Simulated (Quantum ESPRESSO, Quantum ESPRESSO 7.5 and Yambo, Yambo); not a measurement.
# ZnSe (Stilleite): a self-consistent loop beyond G0W0, cycle by cycle

Aim: iterate the self-energy on ZnSe (Stilleite) and follow the gap from cycle to cycle.

Main program and level: Quantum ESPRESSO 7.5 and Yambo 5.3.0; PBE and many-body steps on it, plane waves.

**Experimental background.**

- Gap 2.695 ± 0.003 eV: excitonic gap from free-exciton PL, not corrected for exciton binding; photoluminescence; 300 K; bulk crystal (Bridgman-grown crystal, polished and etched) (“Alloy Disordering Effects on the Thermal Conductivity and Energy Gap Temperature Dependence of Cd1−xZnxSe Ternary Crystals Grown by the Bridgman Method”, 2023, pmc:10253836).

## (1) Set-up

The structure is cubic, space group F-43m (No. 216). The conventional cell has a = 5.668 Å, b = 5.668 Å, c = 5.668 Å, α = 90.00°, β = 90.00°, γ = 90.00°. Nearest to Zn lie 4 Se at 2.45 Å. Se has 4 Zn at 2.45 Å nearest. Farther neighbours and most contacts between anions are not listed.

As a file:

```cif
data_structure
_symmetry_space_group_name_H-M 'P 1'
_symmetry_Int_Tables_number 1
_cell_length_a 4.0076
_cell_length_b 4.0076
_cell_length_c 4.0076
_cell_angle_alpha 60.000
_cell_angle_beta 60.000
_cell_angle_gamma 60.000
_cell_volume 45.51
loop_
_atom_site_label
_atom_site_type_symbol
_atom_site_fract_x
_atom_site_fract_y
_atom_site_fract_z
_atom_site_occupancy
Zn1 Zn 0.00000 0.00000 0.00000 1
Se2 Se 0.25000 0.25000 0.25000 1
```

The cell and positions come from the Crystallography Open Database and are kept as given unless a step says otherwise.

## (2) Empty states on the mesh, 4×4×4 mesh, 125 bands

This step: Quantum ESPRESSO 7.5; DFT, PBE, plane waves, norm-conserving pseudopotentials.

The sums over transitions need many empty states on a uniform mesh; this step solves for them.

pw.in

```
&control
  calculation = 'nscf'
  prefix = 'x'
  outdir = 'o'
  pseudo_dir = 'pseudo'
/
&system
  ibrav = 0
  nat = 2
  ntyp = 2
  ecutwfc = 104.0
  nbnd = 125
  force_symmorphic = .true.
/
&electrons
  conv_thr = 1e-9
  electron_maxstep = 80
  diago_full_acc = .true.
  diago_thr_init = 5e-6
/
ATOMIC_SPECIES
  Zn 65.38 Zn.upf
  Se 78.971 Se.upf
CELL_PARAMETERS angstrom
  -0.0000000000 2.8338000000 2.8338000000
  2.8338000000 -0.0000000000 2.8338000000
  2.8338000000 2.8338000000 0.0000000000
ATOMIC_POSITIONS crystal
  Zn 0.0000000000 0.0000000000 0.0000000000
  Se 0.2500000000 0.2500000000 0.2500000000
K_POINTS automatic
  4 4 4 0 0 0
```

The run is started by

```console
> OMP_NUM_THREADS=1 mpirun -n 8 pw.x -nk 4 -in pw.in > pw.out
```

What it wrote:

```text
Program PWSCF v.7.5 starts

     This program is part of the open-source Quantum ESPRESSO suite
     for quantum simulation of materials; please cite
         "P. Giannozzi et al., J. Phys.:Condens. Matter 21 395502 (2009);
         "P. Giannozzi et al., J. Phys.:Condens. Matter 29 465901 (2017);
         "P. Giannozzi et al., J. Chem. Phys. 152 154105 (2020);
     in publications or presentations arising from this work. More details at

     Atomic positions and unit cell read from directory:
     o/x.save/

     Message from routine setup:
[...]
66.8190  66.8190  66.8650  68.6406  68.6406  68.7404  68.8674  68.8674
     [... 4 further rows ...]
    95.5763  95.5763  96.3390  96.3390  96.7881  96.7946  96.8405  96.8405
    98.0513  98.0513  98.0984 100.6297 100.6297

          k = 0.3536 0.0000 0.0000 (  5457 PWs)   bands (ev):

     [... further k-points ...]

     highest occupied, lowest unoccupied level (ev):     8.7791   10.0703

     XML data file, pseudopotentials, collected wavefunctions

=------------------------------------------------------------------------------=
   JOB DONE.
=------------------------------------------------------------------------------=
```

It took 6.1 s on 8 MPI ranks of Arm Neoverse V2, shared host; peak memory 0.61 GiB; 48 s of CPU time.

Numbers from this step:

- gap: 1.291 eV
- k of the valence top: 0, 0, 0
- k of the conduction bottom: 0, 0, 0
- least direct gap: 1.291 eV
- k points computed: 8
- lowest point of the top converged band, above the valence top: 88.1296 eV

On this mesh the gap is 1.291 eV.

The density comes from a self-consistent run that is not shown.

## (3) Conversion and set-up

This step: Yambo 5.3.0; conversion and set-up on PBE, plane waves, norm-conserving pseudopotentials.

The states are converted to the many-body program's format and the q mesh is built.

The run is started by

```console
> (cd o/x.save; p2y > p2y.log; mv SAVE ../..); yambo > setup.log
```

What it wrote:

```text
 Yambo, version 5.3.0

 [02] CORE Variables Setup
 =========================

  [02.01] Unit cells
  ==================

  Cell kind             :  FCC
  Atoms in the cell     :  Zn  Se
  number of Zn atoms    :  1
  number of Se atoms    :  1

  List of atomic masses
  Mass of Zn    :  65.38000
  Mass of Se    :  78.97100

  List of atomic coordinates    : [cc]
  Zn1       :  0.000000  0.000000  0.000000  order 1
  Se1       :  2.677553  2.677553  2.677553  order 2

  Alat factors          :  5.355106  5.355106  5.355106 [a.u.]
  Direct lattice volume :  307.1384 [a.u.]
[...]
==========================================

 IBZ Q-points                                      :   8
 BZ  Q-points                                      :   64

 K/Q-points units:
 rlu = crystal or reduced units; cc = cartesian coordinates; iku = interal k-units

 Q [1]          [rlu]:  0.000000  0.000000  0.000000
 Q [2]          [rlu]:  0.33641E-17  0.33641E-17  0.25000
 Q [3]          [rlu]: -0.67283E-17 -0.67283E-17 -0.50000
[...]
Q [7]          [rlu]:  0.12061E-16 -0.50000     -0.50000
 Q [8]          [rlu]:  0.250000 -0.500000 -0.250000

  [03.01] X indexes
  =================

   [03.01.01] Sigma indexes
   ========================

 [06] Game Over & Game summary
```

Run time: 2.5 s. Hardware: 1 MPI rank; peak memory 0.26 GiB.

## (4) G0W0

G0W0 replaces the xc potential by the self-energy, built once from these orbitals. Only a window of levels is corrected, while the sums run over the empty bands that the input names.

This step: G0W0 on PBE, plane waves, norm-conserving pseudopotentials.

gw1.in

```
HF_and_locXC
gw0
dyson
ppa
em1d
rim_cut
RandQpts= 1000000
RandGvec= 1 RL
EXXRLvcs= 104 Ry
VXCRLvcs= 416 Ry
Chimod= "HARTREE"
% BndsRnXp
 1 | 125 |
%
NGsBlkXp= 14.5 Ry
% LongDrXp
 1 | 1 | 1 |
%
% GbndRnge
 1 | 125 |
%
DysSolver= "n"
ExtendOut
PPAPntXp= 27.21138 eV
% QPkrange
 1 | 8 | 15 | 26 |
%
```

The run is started by

```console
> OMP_NUM_THREADS=1 mpirun -n 8 yambo -F gw1.in -J gw1 -C gw1 > gw1.log
```

What it wrote:

```text
 Yambo, version 5.3.0

 [02] CORE Variables Setup
 =========================

  [... cell, symmetries and grids as in the set-up ...]

  [02.05] Energies & Occupations
  ==============================

  [X] === General ===
  [X] Electronic Temperature                        :  0.000000  0.000000 [eV K]
  [X] Bosonic    Temperature                        :  0.000000  0.000000 [eV K]
  [X] Finite Temperature mode                       : no
  [X] El. density                                   :  0.96675E+24 [cm-3]
  [X] Fermi Level                                   :  8.779089 [eV]

  [X] === Gaps and Widths ===
  [X] Conduction Band Min                           :  1.291205 [eV]
  [X] Valence Band Max                              :  0.000000 [eV]
  [X] Filled Bands                                  :  22
  [X] Empty Bands                                   :   23  125
  [X] Direct Gap                                    :  1.291205 [eV]
  [X] Direct Gap localized at k                     :  1
  [X] Indirect Gap                                  :  1.291205 [eV]
  [X] Indirect Gap between kpts                     :  1  1
  [X] Last valence band width                       :  2.657666 [eV]
  [X] 1st conduction band width                     :  4.197883 [eV]

 [03] Transferred momenta grid and indexing
 ==========================================

 IBZ Q-points                                      :   8
 BZ  Q-points                                      :   64

 K/Q-points units:
 rlu = crystal or reduced units; cc = cartesian coordinates; iku = interal k-units

 Q [1]          [rlu]:  0.000000  0.000000  0.000000
 Q [2]          [rlu]:  0.33641E-17  0.33641E-17  0.25000
 Q [3]          [rlu]: -0.67283E-17 -0.67283E-17 -0.50000
 Q [4]          [rlu]: -0.60307E-17  0.25000      0.25000
 Q [5]          [rlu]: -0.10514E-16  0.25000      0.50000
 Q [6]          [rlu]: -0.67283E-17  0.25000     -0.25000
 Q [7]          [rlu]:  0.12061E-16 -0.50000     -0.50000
 Q [8]          [rlu]:  0.250000 -0.500000 -0.250000

 [04] Coloumb potential Random Integration (RIM)
 ===============================================

  [04.01] RIM initialization
  ==========================

  * Diagonal components only detected *

  8 x (sBL volume)        :  0.100952 [a.u.]
  sBZ random points       :  1000000
  Points outside the sBZ  :   7968281
  RL volume               :  0.807617 [a.u.]
  Integrated volume       :  0.810832 [a.u.]

  [04.02] RIM integrals
  =====================

  Gamma point sphere radius             :  0.084461 [a.u.]
  Points outside the sphere             :   800476
  [Int_sBZ(q=0) 1/q^2]*(Vol_sBZ)^(-1/3) =:  7.776341
                                 should be <:  7.795600

  Summary of Coulomb integrals for non-metallic bands |Q|[au] RIM/Bare

  Q [1] 0.100000E-4 0.997530 * Q [2] 0.254029 1.068455
  Q [4] 0.293327 1.068048 * Q [6] 0.414827 1.030576
  Q [5] 0.486428 1.023062 * Q [3] 0.508057 1.020719
  Q [7] 0.586654 1.016898 * Q [8] 0.655899 1.013831

 [05] Dipoles
 ============

  [05.01] Setup: observables and procedures
  =========================================

 [06] Dynamic Dielectric Matrix (PPA)
 ====================================

 [SLK-Inversion]  Pools        :  2
 [SLK-Inversion]  BLACS grid   :  2  2

 [WR./gw1//ndb.pp]---------------------------------------------------------------
  Brillouin Zone Q/K grids (IBZ/BZ)                :    8   64    8   64
  RL vectors                                       :   6615 [WF]
  Coulomb cutoff potential                         : none
  Electronic Temperature                           :  0.000000 [K]
  Bosonic    Temperature                           :  0.000000 [K]
  PPA    diel. fun.  energies                      : Perdew, Burke & Ernzerhof(X)+Perdew, Burke & Ernzerhof(C)
  wavefunctions                                    : Perdew, Burke & Ernzerhof(X)+Perdew, Burke & Ernzerhof(C)
  Global Gauge                                     : length
  X matrix size                                    :  307
  X band range                                     :    1  125
  X e/h energy range                               : -1.000000 -1.000000 [eV]
  X Time ordering                                  : R
  X Hxc Kernel                                     : HARTREE
  X Drude frequency                                :  0.000000  0.000000
  X poles                                          :  100.0000 [o/o]
  RL vectors in the sum                            :   6615
  [r,Vnl] included                                 : yes
  Field direction                                  :  0.577350E-5  0.577350E-5  0.577350E-5
  BZ energy Double Grid                            : no
  BZ energy DbGd points                            : 0
  BZ Q point size factor                           : -1.000000
  X Optical Averaged directions                    : none

 [07] Local Exchange-Correlation + Non-Local Fock
 ================================================

 [VXC] Plane waves :   44039
 [EXS] Plane waves :   5601

 QP @ state[ 1 ] K range:   1   8
 QP @ state[ 1 ] b range:  15  26

 [xc] Functional : Perdew, Burke & Ernzerhof(X)+Perdew, Burke & Ernzerhof(C)
 [xc] LIBXC used to calculate xc functional
  PP Number of Atomic Species                      :  2
  NLCC RL compoments                               :   44039
  PP Number of Atomic Species                      :  2
  NLCC RL compoments                               :   44039

 [xc] E_xc :  -44.07142 [Ha]
      E_xc :  -88.14284 [Ry]

  Local XC kind (lXC) : Perdew, Burke & Ernzerhof(X)+Perdew, Burke & Ernzerhof(C)
  Non-Local XC kind (nlXC) : Hartree-Fock

  Corrections @ K [1] :  [eV]
 <15|nlXC|15> = -39.80675 -0.11804E-16 <15|lXC|15> = -30.37049 -0.11329E-14
 <16|nlXC|16> = -39.80664  0.30162E-17 <16|lXC|16> = -30.37049  0.75527E-15
 <17|nlXC|17> = -39.80664 -0.26322E-16 <17|lXC|17> = -30.37049  0.37763E-15
 <18|nlXC|18> = -41.79287 -0.11436E-16 <18|lXC|18> = -32.14146 -0.94408E-16
 <19|nlXC|19> = -41.79287  0.19504E-17 <19|lXC|19> = -32.14146 -0.75527E-15
 <20|nlXC|20> = -19.77194  0.46857E-17 <20|lXC|20> = -17.09315  0.37763E-15
[...]
Corrections @ K [2] :  [eV]
[...]
Corrections @ K [3] :  [eV]
[...]
Corrections @ K [4] :  [eV]
[...]
Corrections @ K [5] :  [eV]
[...]
[... 2 further k-points ...]
  Corrections @ K [8] :  [eV]
[...]
<24|nlXC|24> = -9.115654 -0.21622E-17 <24|lXC|24> = -14.25396 -0.37763E-15
 <25|nlXC|25> = -5.853175 -0.36122E-18 <25|lXC|25> = -10.93596  0.000000
 <26|nlXC|26> = -5.621291 -0.28308E-17 <26|lXC|26> = -10.22927 -0.11801E-16

  [07.01] Hartree-Fock occupations report
  =======================================

  [Hartree-Fock] === General ===
  [Hartree-Fock] Electronic Temperature             :  0.000000  0.000000 [eV K]
  [Hartree-Fock] Bosonic    Temperature             :  0.000000  0.000000 [eV K]
  [Hartree-Fock] Finite Temperature mode            : no
  [Hartree-Fock] El. density                        :  0.96675E+24 [cm-3]
  [Hartree-Fock] Fermi Level                        :  8.779089 [eV]

  [Hartree-Fock] === Gaps and Widths ===
  [Hartree-Fock] Conduction Band Min                :  5.177735 [eV]
  [Hartree-Fock] Valence Band Max                   : -2.678894 [eV]
  [Hartree-Fock] Filled Bands                       :  22
  [Hartree-Fock] Empty Bands                        :   23  125
  [Hartree-Fock] Direct Gap                         :  7.856629 [eV]
  [Hartree-Fock] Direct Gap localized at k          :  1
  [Hartree-Fock] Indirect Gap                       :  7.856629 [eV]
  [Hartree-Fock] Indirect Gap between kpts          :  1  1
  [Hartree-Fock] Last valence band width            :  3.160384 [eV]
  [Hartree-Fock] 1st conduction band width          :  4.449727 [eV]

 [08] Dyson equation: Newton solver
 ==================================

  [08.01] G0W0 (W PPA)
  ====================

  [  GW  ] Bands range     :    1  125
  [GW/PPA] G damping       :  0.100000 [eV]

  QP @ state[ 1 ] K range:   1   8
  QP @ state[ 1 ] b range:  15  26

   Sc/G bands                                       :    1  125
   Sc/G damping                                     :  0.100000 ev
   Sc bands terminator                              : no
   Sx RL components                                 :   5601

   QP @ state[ 1 ] K range                          :   1   8
   QP @ state[ 1 ] b range                          :  15  26
   GF energies kind                                 : Perdew, Burke & Ernzerhof(X)+Perdew, Burke & Ernzerhof(C)
   GF WF`s kind                                     : Perdew, Burke & Ernzerhof(X)+Perdew, Burke & Ernzerhof(C)
   Xs energies kind                                 : Perdew, Burke & Ernzerhof(X)+Perdew, Burke & Ernzerhof(C)
   Xs WF`s kind                                     : Perdew, Burke & Ernzerhof(X)+Perdew, Burke & Ernzerhof(C)

 [11] Game Over & Game summary
```

The job ended after 7.7 min (8 MPI ranks; peak memory 4.8 GiB; 61 min of CPU time).

Numbers from this step:

```yaml
g0w0_gap_on_the_mesh: 2.041 eV
starting_gap_on_the_mesh: 1.291 eV
k_of_the_valence_top: 0, 0, 0
k_of_the_conduction_bottom: 0, 0, 0
least_direct_g0w0_gap_on_the_computed_points: 2.041 eV
z_at_the_valence_top: 0.7955
z_at_the_conduction_bottom: 0.8129
```

The gap on the mesh goes from 1.29 eV to 2.04 eV, a correction of +0.75 eV.

## (5) evGW0, cycle 1

This step: evGW0 on PBE, plane waves, norm-conserving pseudopotentials.

gw2.in, as its differences from gw1.in of step 4:

```diff
@@ -27 +27,2 @@
 %
+GfnQPdb= "E < ./gw1/ndb.QP"
```

The run is started by

```console
> OMP_NUM_THREADS=1 mpirun -n 8 yambo -F gw2.in -J gw2,gw1_W -C gw2 > gw2.log
```

What it wrote:

```text
 Yambo, version 5.3.0

 [02] CORE Variables Setup
 =========================

  [... cell, symmetries and grids as in the set-up ...]

  [02.05] Energies & Occupations
  ==============================

  [X] === General ===
  [X] Electronic Temperature                        :  0.000000  0.000000 [eV K]
  [X] Bosonic    Temperature                        :  0.000000  0.000000 [eV K]
  [X] Finite Temperature mode                       : no
  [X] El. density                                   :  0.96675E+24 [cm-3]
  [X] Fermi Level                                   :  8.779089 [eV]

  [X] === Gaps and Widths ===
  [X] Conduction Band Min                           :  1.291205 [eV]
  [X] Valence Band Max                              :  0.000000 [eV]
  [X] Filled Bands                                  :  22
  [X] Empty Bands                                   :   23  125
  [X] Direct Gap                                    :  1.291205 [eV]
  [X] Direct Gap localized at k                     :  1
  [X] Indirect Gap                                  :  1.291205 [eV]
  [X] Indirect Gap between kpts                     :  1  1
  [X] Last valence band width                       :  2.657666 [eV]
  [X] 1st conduction band width                     :  4.197883 [eV]

 [03] Transferred momenta grid and indexing
 ==========================================

 IBZ Q-points                                      :   8
 BZ  Q-points                                      :   64

 K/Q-points units:
 rlu = crystal or reduced units; cc = cartesian coordinates; iku = interal k-units

 Q [1]          [rlu]:  0.000000  0.000000  0.000000
 Q [2]          [rlu]:  0.33641E-17  0.33641E-17  0.25000
 Q [3]          [rlu]: -0.67283E-17 -0.67283E-17 -0.50000
[...]
[G+QP] Indirect Gap                               :  2.041014 [eV]
  [G+QP] Indirect Gap between kpts                  :  1  1
  [G+QP] Last valence band width                    :  2.931309 [eV]
  [G+QP] 1st conduction band width                  :  4.196859 [eV]

  [coarse-grid] Minimum Bare Gap        [ev]:  1.291205
  [coarse-grid] Minimum Gap Correction  [ev]:  0.749810

  Eqp @ K [1]
  -230.0835 -162.8793 -162.8793 -162.8793 -139.0552  -88.1535  -88.1535  -88.1535
  -52.03274 -52.03274 -52.03274 -52.02819 -52.02819 -14.70336  -7.24407  -7.24373
   -7.24373     -6.88706     -6.88706    -0.561344E-5 -0.227988E-5   0.00000      2.04101      6.75552
[...]
Eqp @ K [2]
[...]
Eqp @ K [3]
[...]
Eqp @ K [4]
[...]
Eqp @ K [5]
[...]
[... 2 further k-points ...]
  Eqp @ K [8]
[...]
20.76599  21.09763  21.40778  23.30046  23.42138  25.93756  27.99226  28.28449
   28.71161  28.85194  29.37995  30.35014  30.45049  32.10908  37.14031  37.32900

 [07] Dipoles
 ============

  [07.01] Setup: observables and procedures
  =========================================

 [08] Dynamic Dielectric Matrix (PPA)
 ====================================

   Sc/G bands                                       :    1  125
   Sc/G damping                                     :  0.100000 ev
   Sc bands terminator                              : no
   Sx RL components                                 :   5601

   QP @ state[ 1 ] K range                          :   1   8
   QP @ state[ 1 ] b range                          :  15  26
   GF energies kind                                 : Perdew, Burke & Ernzerhof(X)+Perdew, Burke & Ernzerhof(C)+ E < ./gw1/ndb.QP + @E Fit
   GF WF`s kind                                     : Perdew, Burke & Ernzerhof(X)+Perdew, Burke & Ernzerhof(C)
   Xs energies kind                                 : Perdew, Burke & Ernzerhof(X)+Perdew, Burke & Ernzerhof(C)
   Xs WF`s kind                                     : Perdew, Burke & Ernzerhof(X)+Perdew, Burke & Ernzerhof(C)

 [13] Game Over & Game summary
```

Run time: 6.6 min. Hardware: 8 MPI ranks; peak memory 4.8 GiB; 53 min of CPU time.

This step gave:

- quasiparticle gap on the mesh: 2.140 eV
- gap of the density functional on the mesh: 1.291 eV
- k of the valence top: 0, 0, 0
- k of the conduction bottom: 0, 0, 0
- least direct quasiparticle gap on the computed points: 2.140 eV
- Z at the valence top: 0.7996
- Z at the conduction bottom: 0.8224

Against G0W0 in Yambo (4×4×4 mesh, 125 bands, screening to 197.3 eV, Godby-Needs plasmon pole), the gap moves by +0.099 eV.

The program's own table gives 2.273 eV, which is too large where the input levels are shifted: this version takes Σc at the unshifted level E₀, yet steps from the shifted one. The value above is the Newton step from E₀, E₀ + Z(Σc + Σx − Vxc), rebuilt from the printed columns.

[end of part 1 of 2]

[Paths, hosts, dates, memory and timing lines, banners, echoed tables and standing remarks are left out of the program output.]

[Logs are printed without paths, hosts, clocks, repeated set-up lines and the standing remarks that a program may print on its own settings, such as how far it seeks lower states.]

[Runs of the session that timed out or met a known fault of the program may be left out.]

[Hosts, paths, dates, database ids (printed as entryN), source tags and the programs' standing remarks are cut or masked in the printed files.]
